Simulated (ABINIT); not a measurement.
Crystal: HfN.

```
Hf N
1.0
     0.00000    2.45482    2.45482
     2.45482    0.00000    2.45482
     2.45482    2.45482    0.00000
Hf N
1 1
Direct
  0.00000 0.00000 0.00000
  0.25000 0.25000 0.25000
```

The cell comes from a database or a generator and needn't be the stable form of this composition.

```yaml
Program: ABINIT 10.8.3 (patched build)
Task: single point
Functional: PBE
Potentials_or_basis: JTH PAW PBE v2.0
Cutoff: 707 eV
k_mesh: 9 × 9 × 9
Occupations: fermi-dirac, width 0.05 eV
Spin: no spin polarisation
```

On this cell: pressure 0.2 GPa; largest force zero by symmetry; band gap on the k mesh none (metal or under the smearing width).

The same run follows on a disturbed copy (atoms moved at random, drawn with an rms of 0.05 Å):

```xyz
2
Lattice="0.0000 2.4548 2.4548 2.4548 0.0000 2.4548 2.4548 2.4548 0.0000" Properties=species:S:1:pos:R:3 pbc="T T T"
Hf   -0.0156   -0.0121   -0.0110
N     1.1836    1.2351    1.2436
```

What changes?

The energy (extrapolated to zero smearing) moves by +6.1 meV/atom; pressure 0.5 GPa; largest force 0.572 eV/Å; band gap on the k mesh none (metal or under the smearing width).

Forces on the atoms (eV/Å):
```
Hf  -0.360  0.274  0.351
N    0.360 -0.274 -0.351
```

Stress tensor (GPa, compression positive):
```
 0.47 -1.67 -1.28
-1.67  0.48  1.72
-1.28  1.72  0.46
```
